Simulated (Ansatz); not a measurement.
Take SrF2 in the fluorite structure (space group Fm-3m, No. 225; a = 5.758 Å) as the base.

All numbers come from Ansatz (an electronic-structure program) PBEsol, no spin-orbit coupling.

Before the change:

```
Property               Result
-------------------  --------
Volume per atom      15.91 Å³
Smallest direct gap   7.00 eV
```

It is then changed as follows: a negative pressure, −2 GPa.

**Question.** How does this affect the volume per atom and smallest direct gap?

**Answer.** The volume per atom rises by 0.47 Å³, from 15.91 Å³ to 16.38 Å³; the smallest direct gap drops by 0.15 eV to 6.85 eV.

Load acts through the strain it causes; cell and atoms are relaxed under it. No phonon test of stability was made.
